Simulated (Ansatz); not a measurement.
The system is HgTe (Coloradoite).

```
Hg Te
1.0
     0.00000    3.21450    3.21450
     3.21450    0.00000    3.21450
     3.21450    3.21450    0.00000
Hg Te
1 1
Direct
  0.00000 0.00000 0.00000
  0.75000 0.75000 0.75000
```

* Program: Ansatz 0.2.0
* Task: relaxation of cell and atoms
* Functional: RPBE
* Dispersion: D4
* Potentials or basis: Ansatz PAW
* Cutoff: 420 eV (not typed: the program's choice for these potentials)
* k mesh: 7 × 7 × 7
* Occupations: fermi-dirac, width 0.05 eV
* Spin: no spin polarisation

At the start: volume 33.22 Å³/atom.

Problem. How do energy, volume and symmetry change on relaxing?

Solution. It ends after 5 steps and the volume is 35.01 Å³/atom (+5.4 %); space group F-43m (No. 216, to 0.05 Å).

Step by step:
```csv
step,energy change (eV),largest force (eV/Å),volume (Å³)
1,0.0000,0.0000,66.43
2,-0.0175,0.0000,71.97
3,-0.0237,0.0000,70.25
4,-0.0238,0.0000,70.03
5,-0.0245,0.0000,70.03
```

Final structure:
```yaml
crystal:
  lattice:
    - [0.00000, 3.27150, 3.27150]
    - [3.27150, 0.00000, 3.27150]
    - [3.27150, 3.27150, 0.00000]
  atoms:
    - { symbol: Hg, position: [0.00000, 0.00000, 0.00000] }
    - { symbol: Te, position: [0.75000, 0.75000, 0.75000] }
```

Caveat: the plane-wave basis is chosen anew once the cell has moved, so the energies of steps on either side of that aren't comparable; the PAW data sets come from PBE, with cores solved anew for the run's functional, which leaves a small shift of forces and pressure.
